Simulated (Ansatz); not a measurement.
# Ni (Fm-3m) in Ansatz: notebook

One crystal, Ni, is run at these levels: BLYP, PBE, LDA; tasks: band structure, elastic constants.

Program: Ansatz 0.2.0. These are calculated values, not measurements. Logs are shortened: lines on timing, memory, paths and dates and some standing lists are left out, and cuts for length are marked.

### Step 1. The crystal as given

It takes space group Fm-3m (No. 225, cubic). Conventional cell: a = 3.475 Å, b = 3.475 Å, c = 3.475 Å, α = 90.00°, β = 90.00°, γ = 90.00°. Around Ni (site symmetry m-3m) lie 12 Ni at 2.46 Å.

### Step 2. Band structure, BLYP, collinear spin, ferromagnetic start

Contents of input.yaml:

```yaml
crystal:
  lattice:
    - [0.0, 1.737572933, 1.737572933]
    - [1.737572933, 0.0, 1.737572933]
    - [1.737572933, 1.737572933, 0.0]
  atoms:
    - { symbol: Ni, position: [0.0, 0.0, 0.0], spin: 1.0 }
kpoints:
  mp_grid: { grid: [13, 13, 13] }
  band_path:
    path:
      - [0.0, 0.0, 0.0]
      - [0.5, 0.0, 0.5]
      - [0.5, 0.25, 0.75]
      - [0.375, 0.375, 0.75]
      - [0.0, 0.0, 0.0]
      - [0.5, 0.5, 0.5]
      - [0.625, 0.25, 0.625]
      - [0.5, 0.25, 0.75]
    npoints: 8
scf:
  occupations: { method: fermi_dirac, width: 0.05 }
hamiltonian:
  xc: blyp
  pseudopotentials: { kind: all_electron, lapw: { basis_error: 0.001 } }
magnetization:
  spin_polarized: true
output:
  forces: true
  stress: true
  eigenvalues: true
```

Potentials or basis: all-electron LAPW, scalar-relativistic.

Started as:

```bash
$ ansatz run input.yaml --threads 2 --pin off --max-ram 6144MiB --backend cpu --events-out ev --progress --plain --runs-dir out
```

Standard output:

```text
Warning: RAYON_NUM_THREADS=2 ignored (pool sized by the plan → 2); use --threads N
LAPW: plane waves up to 9.161 Å⁻¹, error target 1.0e-3 eV per atom; small_component_spin mean_spin; Ni in spheres of 1.229 Å, 18 of its electrons in bands, Dirac shells [] (how accurate: hamiltonian.pseudopotentials.lapw.basis_error, Limitations)
Engine: ansatz 0.2.0, x86_64-unknown-linux-gnu
Pseudopotentials: kind: all_electron
Pseudopotential: Ni, LAPW, valence charge 18, lapw/all_electron/scalar/gaussian/Ni, Koelling and Harmon's equation, gaussian nucleus
Functional definition: BLYP
  parameter beta = 0.0042
  parameter a = 0.04918
  parameter b = 0.132
  parameter c = 0.2533
  parameter d = 0.349
  exchange = b88_x(beta = beta)
  correlation = lyp_c(a = a, b = b, c = c, d = d)
Crystal: 1 atoms, lattice volume = 10.492 Å³
Basis set: ecut = 319.72188264402376 eV, 137 PW (Γ), exchange–correlation at level 2
Bands: 14, of which v1, the nominal top of the filled ones, is band 9 counted from 1 (8 counted from 0)
Symmetry: 48 space group operations
Space group: Fm-3m (ITA 225), of the structure as read, at distance tolerance 2.2e-5 Å
Magnetic group: BNS 225.116 (UNI 1618), of the structure as read, at distance tolerance 2.2e-5 Å
k-points: 84 of 2197
Non-local potential: Ni, projectors of the file, none
Initial density: superposition of atomic densities (chi_scale 0.1, normalization cell)
Starting moments: Σ|m| = 1 μB on 1 of 1 site
Initial wavefunctions: plane waves of lowest kinetic energy (no species holds an atomic orbital)
Functional: x = b88, c = lyp
iter 1 solved again at ethr=3.27e-5 eV; its pass at ethr=1.00e-1 eV (dr2=5.89e-3 eV) is discarded
SCF iter   1: F=—  HF=-41391.374675 eV  |F-HF|=—  |Δ(HF+E_count)|=         —  Δρ=2.06e-2 (↑1.80e-2 ↓2.06e-2)  dr2=5.85e-3  dr2_m=3.40e-2  M=0.626 μB ∫|m|=0.673 μB  β_m=0.30  ethr=3.27e-5  ⟨swp⟩=3.6  Hψ=18270  notcnv=0
Mixer restart at iter 1: flushing history
preconditioner: auto → none  [metal: Δε(μ)=0.008 eV  Ē_g=17.301 eV  σ=0.050 eV  W_gap=0.04  n_scr=0 (ndim 8)  ℏωp=36.3 eV  f_vac=0.000  D(μ)=1.68/eV (n_scr^D=26)]
SCF iter   2: F=—  HF=-41391.380480 eV  |F-HF|=—  |Δ(HF+E_count)|=   5.81e-3  Δρ=1.38e-2 (↑1.28e-2 ↓1.38e-2)  dr2=1.67e-3  dr2_m=1.65e-2  M=0.626 μB ∫|m|=0.678 μB  β_m=0.55  ethr=3.25e-5  ⟨swp⟩=2.0  Hψ=6309  notcnv=0
SCF iter   3: F=—  HF=-41391.406967 eV  |F-HF|=—  |Δ(HF+E_count)|=   2.65e-2  Δρ=4.52e-3 (↑3.41e-3 ↓4.52e-3)  dr2=1.35e-3  dr2_m=9.20e-4  M=0.614 μB ∫|m|=0.680 μB  β_m=0.45  ethr=9.30e-6  ⟨swp⟩=2.8  Hψ=7155  notcnv=0
iter 4 solved again at ethr=1.40e-8 eV; its pass at ethr=7.53e-6 eV (dr2=2.51e-6 eV) is discarded
SCF iter   4: F=—  HF=-41391.388790 eV  |F-HF|=—  |Δ(HF+E_count)|=   1.82e-2  Δρ=4.03e-4 (↑2.59e-4 ↓4.03e-4)  dr2=2.53e-6  dr2_m=8.81e-6  M=0.618 μB ∫|m|=0.688 μB  β_m=0.72  ethr=1.40e-8  ⟨swp⟩=3.0  Hψ=11807  notcnv=0
SCF iter   5: F=—  HF=-41391.389155 eV  |F-HF|=—  |Δ(HF+E_count)|=         —  Δρ=1.44e-4 (↑1.20e-4 ↓1.44e-4)  dr2=2.88e-7  dr2_m=1.46e-6  M=0.618 μB ∫|m|=0.690 μB  β_m=0.86  ethr=1.40e-8  ⟨swp⟩=3.0  Hψ=7012  notcnv=0
the basis was enlarged: its passes take 900.7 KiB over the memory plan, 2 of 2 planned eigensolver slots
SCF iter   6: F=—  HF=-41391.389267 eV  |F-HF|=—  |Δ(HF+E_count)|=   1.12e-4  Δρ=2.12e-5 (↑2.12e-5 ↓1.73e-5)  dr2=2.68e-8  dr2_m=2.07e-8  M=0.618 μB ∫|m|=0.692 μB  β_m=0.85  ethr=1.60e-9  ⟨swp⟩=3.3  Hψ=7295  notcnv=0
SCF iter   7: F=—  HF=-41391.389266 eV  |F-HF|=—  |Δ(HF+E_count)|=   1.20e-6  Δρ=6.23e-6 (↑6.23e-6 ↓4.76e-6)  dr2=6.44e-10  dr2_m=2.73e-9  M=0.618 μB ∫|m|=0.692 μB  β_m=0.92  ethr=1.49e-10  ⟨swp⟩=3.0  Hψ=6880  notcnv=0
SCF iter   8: F=-41391.389266 eV  HF=-41391.389266 eV  |F-HF|=2.91e-11  |Δ(HF+E_count)|=   2.32e-7  Δρ=5.36e-7 (↑2.64e-7 ↓5.36e-7)  dr2=6.57e-12  dr2_m=1.49e-11  M=0.618 μB ∫|m|=0.692 μB  ethr=3.58e-12  ⟨swp⟩=3.0  Hψ=7202  notcnv=0
SCF 1 converged in 8 iterations: F = -41391.389266 eV  dr2 = 6.57e-12
NSCF: frozen V_eff on 57 k-points
SCF converged after 8 iterations
Magnetization: 0.6180 μB (9.3090 up, 8.6910 down)
Absolute magnetization: 0.6920 μB (∫|ρ↑−ρ↓|)
Spin contamination: 0.0056 ħ² per cell (⟨S²⟩ above its minimum at these occupations)
Per-site moments (μB) at R_I (Å): [(0.6386133656562585, 1.2286495854221926)]
Free energy (F): -41391.389266 eV
Harris-Foulkes:  -41391.389266 eV  (|F-HF|=2.91e-11)
Internal energy: -41391.377131 eV  (E = F + TS)
E sigma→0 (E₀):  -41391.383199 eV
Entropy (-TS):   -0.012135 eV (-12.135 meV/atom)
Fermi energy:    19.593496 eV
--- Per-component energies (eV) ---
  E_band       = -258.817796
  E_kinetic    = 42060.961771
  E_xc         = -1740.308043
  E_electrostatic = -81712.030859  (all electrons and nuclei)
  E_smearing   = -0.012135  (= −TS)
  E_closure    = 0.000000  (closes the sum)
  E_atoms      = -41385.278062  (free atoms, spherical and without spin; not in F)
  Σ components = -41391.389266   (vs F -41391.389266, Δ=0.00e0)
  Basis errors (estimates in eV, not in F): energy 2.5e-4 per atom: plane waves 2.0e-4 (9.9e-5 summed), levels above the bands 5.6e-210, relativity 2.2e-7, radial functions 5.0e-5, core shells 1.0e-9; eigenvalues (radial functions only) 5.8e-6; not estimated: angular momenta, meshes, grids; target (lapw.basis_error) 1.0e-3; muffin-tin radii Ni 1.229 Å
--- Forces (eV/Å), atoms counted from 1 ---
  atom   1  Ni     0.00000000     0.00000000     0.00000000
  max |Σ_I F_I| component: 1.31e-31 eV/Å
--- Stress (GPa, compression-positive) ---
       18.132782       0.000000      -0.000000
        0.000000      18.132782      -0.000000
       -0.000000      -0.000000      18.132782
  P = ⅓ Tr σ = 18.1328 GPa (181.328 kbar)
--- Band table (eV; the first three rows and the last of 168) ---
  k-point 0 ↑: bands = ["-83.9036", "-44.2417", "-44.2417", "-44.2417", "10.3816", "17.0480", "17.0480", "17.0480", "18.2912", "18.2912", "43.7264", "47.6652", "47.6652", "47.6652"]
  k-point 1 ↑: bands = ["-83.9013", "-44.2563", "-44.2438", "-44.2438", "10.6195", "16.9862", "17.1020", "17.1020", "18.2689", "18.2689", "42.8514", "45.4860", "47.1399", "47.1399"]
  k-point 2 ↑: bands = ["-83.8950", "-44.2967", "-44.2496", "-44.2496", "11.3106", "16.8379", "17.2229", "17.2229", "18.2415", "18.2415", "39.3872", "44.6395", "46.3067", "46.3067"]
  k-point 83 ↓: bands = ["-83.0276", "-43.6262", "-43.6046", "-43.5387", "16.0431", "16.8229", "17.1433", "18.7696", "19.9661", "26.4718", "28.5106", "30.7176", "31.5186", "49.4872"]
```

Wall time 13 s (2 threads of Intel Xeon Platinum 8488C (Sapphire Rapids), shared host); peak memory 0.41 GiB.

What came out:

```yaml
Free_energy: -41391.3893 eV
Pressure: 18.1 GPa
Band_gap_along_the_path: none (metal or under the smearing width)
Net_moment: 0.62 μB per cell
Absolute_moment: 0.69 μB per cell
Site_moments: Ni +0.64 μB
```

Levels at the corners of the path, in eV from the Fermi level:
Spin up:
| point | band 7 | band 8 | band 9 | band 10 | band 11 | band 12 |
| --- | --- | --- | --- | --- | --- | --- |
| Γ | -2.55 | -2.55 | -1.30 | -1.30 | 24.13 | 28.07 |
| X | -0.54 | -0.44 | -0.44 | 2.54 | 9.60 | 15.10 |
| W | -3.20 | -1.37 | -0.44 | 8.00 | 8.00 | 10.42 |
| K | -2.18 | -1.13 | -0.71 | 5.95 | 7.56 | 10.27 |
| Γ | -2.55 | -2.55 | -1.30 | -1.30 | 24.13 | 28.07 |
| L | -2.53 | -0.59 | -0.59 | -0.21 | 5.90 | 22.72 |
| U | -2.18 | -1.13 | -0.71 | 5.95 | 7.56 | 10.27 |
| W | -3.20 | -1.37 | -0.44 | 8.00 | 8.00 | 10.42 |
Spin down:
| point | band 5 | band 6 | band 7 | band 8 | band 9 | band 10 | band 11 | band 12 |
| --- | --- | --- | --- | --- | --- | --- | --- | --- |
| Γ | -9.22 | -1.80 | -1.80 | -1.80 | -0.75 | -0.75 | 24.02 | 28.09 |
| X | -4.53 | -3.80 | 0.04 | 0.42 | 0.42 | 2.53 | 9.85 | 15.13 |
| W | -3.56 | -2.60 | -2.60 | -0.85 | 0.42 | 8.21 | 8.21 | 10.60 |
| K | -3.75 | -3.34 | -1.56 | -0.59 | 0.13 | 6.18 | 7.77 | 10.48 |
| Γ | -9.22 | -1.80 | -1.80 | -1.80 | -0.75 | -0.75 | 24.02 | 28.09 |
| L | -4.62 | -1.94 | -1.94 | -0.23 | 0.15 | 0.15 | 6.34 | 22.62 |
| U | -3.75 | -3.34 | -1.56 | -0.59 | 0.13 | 6.18 | 7.77 | 10.48 |
| W | -3.56 | -2.60 | -2.60 | -0.85 | 0.42 | 8.21 | 8.21 | 10.60 |

Caveat: so large a pressure means that the cell lies far from this level's equilibrium, or that cutoff or potentials fall short.

### Step 3. Band structure, PBE, collinear spin, ferromagnetic start

Edit input.yaml of step 2 so:

```diff
@@ -19,3 +19,3 @@
       - [0.5, 0.25, 0.75]
-    npoints: 8
+    npoints: 10
 scf:
@@ -23,3 +23,3 @@
 hamiltonian:
-  xc: blyp
+  xc: pbe
   pseudopotentials: { kind: all_electron, lapw: { basis_error: 0.001 } }
```

Potentials or basis: all-electron LAPW, scalar-relativistic.

Started as:

```bash
$ ansatz run input.yaml --threads 2 --pin off --max-ram 6144MiB --backend cpu --events-out ev --progress --plain --runs-dir out
```

Standard output:

```text
Warning: RAYON_NUM_THREADS=2 ignored (pool sized by the plan → 2); use --threads N
LAPW: plane waves up to 9.160 Å⁻¹, error target 1.0e-3 eV per atom; small_component_spin mean_spin; Ni in spheres of 1.229 Å, 18 of its electrons in bands, Dirac shells [] (how accurate: hamiltonian.pseudopotentials.lapw.basis_error, Limitations)
[... 3 set-up lines as earlier in the session ...]
Functional definition: PBE
  parameter kappa = 0.804
  parameter beta = 0.06672455060314922
  exchange = pbe_x(kappa = kappa, mu = beta*pi^2/3)
  correlation = pbe_c(beta = beta)
Crystal: 1 atoms, lattice volume = 10.492 Å³
Basis set: ecut = 319.66886515606564 eV, 137 PW (Γ), exchange–correlation at level 2
Bands: 14, of which v1, the nominal top of the filled ones, is band 9 counted from 1 (8 counted from 0)
[... 1 set-up line as earlier in the session ...]
[... 40 lines left out ...]
  E_closure    = 0.000000  (closes the sum)
  E_atoms      = -41375.755904  (free atoms, spherical and without spin; not in F)
  Σ components = -41382.859391   (vs F -41382.859391, Δ=0.00e0)
  Basis errors (estimates in eV, not in F): energy 2.2e-4 per atom: plane waves 1.7e-4 (1.2e-4 summed), levels above the bands 2.9e-209, relativity 6.1e-9, radial functions 4.6e-5, core shells 1.1e-9; eigenvalues (radial functions only) 5.6e-6; not estimated: angular momenta, meshes, grids; target (lapw.basis_error) 1.0e-3; muffin-tin radii Ni 1.229 Å
--- Forces (eV/Å), atoms counted from 1 ---
  atom   1  Ni     0.00000000    -0.00000000     0.00000000
  max |Σ_I F_I| component: 2.79e-31 eV/Å
--- Stress (GPa, compression-positive) ---
        8.057916       0.000000       0.000000
        0.000000       8.057916       0.000000
        0.000000       0.000000       8.057916
  P = ⅓ Tr σ = 8.0579 GPa (80.579 kbar)
--- Band table (eV; the first three rows and the last of 168) ---
  k-point 0 ↑: bands = ["-84.5851", "-44.8233", "-44.8233", "-44.8233", "9.7758", "16.5981", "16.5981", "16.5981", "17.8566", "17.8566", "42.9181", "47.1287", "47.1287", "47.1287"]
  k-point 1 ↑: bands = ["-84.5829", "-44.8377", "-44.8253", "-44.8253", "10.0133", "16.5347", "16.6518", "16.6518", "17.8339", "17.8339", "42.0998", "44.8493", "46.5963", "46.5963"]
  k-point 2 ↑: bands = ["-84.5766", "-44.8776", "-44.8310", "-44.8310", "10.7039", "16.3806", "16.7727", "16.7727", "17.8048", "17.8048", "38.7447", "43.8621", "45.7668", "45.7668"]
  k-point 83 ↓: bands = ["-83.6930", "-44.1845", "-44.1632", "-44.0980", "15.5505", "16.3509", "16.6675", "18.3603", "19.5319", "25.8781", "27.9073", "30.0144", "31.1224", "48.8044"]
```

Wall time 13 s (2 threads of Intel Xeon Platinum 8488C (Sapphire Rapids), shared host); peak memory 0.41 GiB.

What came out:

```yaml
Free_energy: -41382.8594 eV
Pressure: 8.1 GPa
Band_gap_along_the_path: none (metal or under the smearing width)
Net_moment: 0.63 μB per cell
Absolute_moment: 0.71 μB per cell
Site_moments: Ni +0.65 μB
```

Levels at the corners of the path, in eV from the Fermi level:
Spin up:
| point | band 5 | band 6 | band 7 | band 8 | band 9 | band 10 | band 11 | band 12 | band 13 | band 14 |
| --- | --- | --- | --- | --- | --- | --- | --- | --- | --- | --- |
| Γ | -9.39 | -2.56 | -2.56 | -2.56 | -1.31 | -1.31 | 23.76 | 27.97 | 27.97 | 27.97 |
| X | -4.93 | -4.45 | -0.55 | -0.47 | -0.47 | 2.35 | 9.47 | 15.02 | 15.02 | 19.95 |
| W | -4.00 | -3.26 | -3.26 | -1.38 | -0.47 | 7.84 | 7.84 | 10.13 | 11.39 | 30.70 |
| K | -4.21 | -3.94 | -2.24 | -1.14 | -0.74 | 5.78 | 7.39 | 10.19 | 17.42 | 21.82 |
| Γ | -9.39 | -2.56 | -2.56 | -2.56 | -1.31 | -1.31 | 23.76 | 27.97 | 27.97 | 27.97 |
| L | -5.12 | -2.55 | -2.55 | -0.61 | -0.61 | -0.48 | 5.85 | 22.28 | 25.13 | 25.13 |
| U | -4.21 | -3.94 | -2.24 | -1.14 | -0.74 | 5.78 | 7.39 | 10.19 | 17.42 | 21.82 |
| W | -4.00 | -3.26 | -3.26 | -1.38 | -0.47 | 7.84 | 7.84 | 10.13 | 11.39 | 30.70 |
Spin down:
```csv
point,band 6,band 7,band 8,band 9,band 10,band 11
Γ,-1.80,-1.80,-1.80,-0.72,-0.72,23.60
X,-3.82,0.06,0.42,0.42,2.31,9.72
W,-2.64,-2.64,-0.82,0.42,8.04,8.04
K,-3.39,-1.62,-0.56,0.13,6.01,7.59
Γ,-1.80,-1.80,-1.80,-0.72,-0.72,23.60
L,-1.93,-1.93,-0.53,0.16,0.16,6.30
U,-3.39,-1.62,-0.56,0.13,6.01,7.59
W,-2.64,-2.64,-0.82,0.42,8.04,8.04
```

### Step 4. Elastic constants, LDA, collinear spin, ferromagnetic start

Contents of input.yaml:

```yaml
crystal:
  lattice:
    - [0.0, 1.737572933, 1.737572933]
    - [1.737572933, 0.0, 1.737572933]
    - [1.737572933, 1.737572933, 0.0]
  atoms:
    - { symbol: Ni, position: [0.0, 0.0, 0.0], spin: 1.0 }
kpoints:
  mp_grid: { grid: [10, 10, 10] }
scf:
  occupations: { method: fermi_dirac, width: 0.05 }
hamiltonian:
  xc: lda
  pseudopotentials: { kind: all_electron, lapw: { basis_error: 0.001 } }
magnetization:
  spin_polarized: true
output:
  forces: true
  stress: true
elastic:
  mode: relaxed_ion
  stencil: two_point
```

Started as:

```bash
$ ansatz run input.yaml --threads 2 --pin off --max-ram 6144MiB --backend cpu --events-out ev --progress --plain --runs-dir out
```

Run time: 68 s. Hardware: 2 threads of Intel Xeon Platinum 8488C (Sapphire Rapids), shared host; peak memory 0.5 GiB.

The run converged. Its results:

```yaml
Free_energy: -41316.6098 eV
Pressure: -9.7 GPa
Band_gap_on_the_k_mesh: none (metal or under the smearing width)
Net_moment: 0.70 μB per cell
Absolute_moment: 0.76 μB per cell
Site_moments: Ni +0.72 μB
Elastic_constants_C11_C12_C44: 283, 166, 140 GPa
Voigt_bulk_modulus: 205 GPa
```

Levels at points of the mesh, in eV from the Fermi level:
Spin up:
| k point | band 6 | band 7 | band 8 | band 9 | band 10 | band 11 | band 12 | band 13 |
| --- | --- | --- | --- | --- | --- | --- | --- | --- |
| (0.00, 0.00, 0.00) | -2.56 | -2.56 | -2.56 | -1.33 | -1.33 | 23.83 | 27.91 | 27.91 |
| (0.00, 0.00, -0.50) | -2.56 | -2.56 | -0.60 | -0.60 | -0.45 | 5.84 | 22.37 | 24.99 |
| (0.00, -0.50, -0.50) | -4.45 | -0.57 | -0.45 | -0.45 | 2.34 | 9.47 | 14.95 | 14.95 |
Spin down:
```tsv
k point	band 5	band 6	band 7	band 8	band 9	band 10	band 11	band 12	band 13	band 14
(0.00, 0.00, 0.00)	-9.33	-1.82	-1.82	-1.82	-0.65	-0.65	23.81	27.97	27.97	27.97
(0.00, 0.00, -0.50)	-4.67	-1.90	-1.90	-0.41	0.18	0.18	6.31	22.35	25.13	25.13
(0.00, -0.50, -0.50)	-4.53	-3.84	0.15	0.40	0.40	2.40	9.81	15.04	15.04	20.32
```

Elastic tensor in Voigt notation (GPa, in the Cartesian axes of the cell as first typed):
```
283 166 166   0   0   0
166 283 166   0   0   0
166 166 283   0   0   0
  0   0   0 140   0   0
  0   0   0   0 140   0
  0   0   0   0   0 140
```

Caveat: the k mesh is thin for a metal, which can move the energy by tens of meV per atom; a metal's response needs a denser mesh; the cell is more than 3 GPa from zero pressure, which shifts response properties; elastic constants of metals need much finer meshes, so these are rough.

### Step 5. Overview

| task | level | k mesh | cutoff (eV) | pressure (GPa) | moment (μB) |
| --- | --- | --- | --- | --- | --- |
| band structure | BLYP | 13 × 13 × 13 | 320 | 18.1 | 0.62 |
| band structure | PBE | 13 × 13 × 13 | 320 | 8.1 | 0.63 |
| elastic constants | LDA | 10 × 10 × 10 | 343 | -9.7 | 0.70 |

Alike in all rows: potentials or basis all-electron LAPW, scalar-relativistic; spin collinear, ferromagnetic start; cell as given; smearing fermi-dirac 0.05 eV; basis error allowed 0.001 eV/atom.

The pressure there spans -9.7 GPa (LDA) to 18.1 GPa (BLYP); a positive pressure means that this level wants a larger cell, a negative one a smaller.

Caveats: so large a pressure means that the cell lies far from this level's equilibrium, or that cutoff or potentials fall short (some runs); the k mesh is thin for a metal, which can move the energy by tens of meV per atom (some runs); a metal's response needs a denser mesh (some runs); the cell is more than 3 GPa from zero pressure, which shifts response properties (some runs); elastic constants of metals need much finer meshes, so these are rough (some runs).

Compare energies only between runs with the same functional and basis.
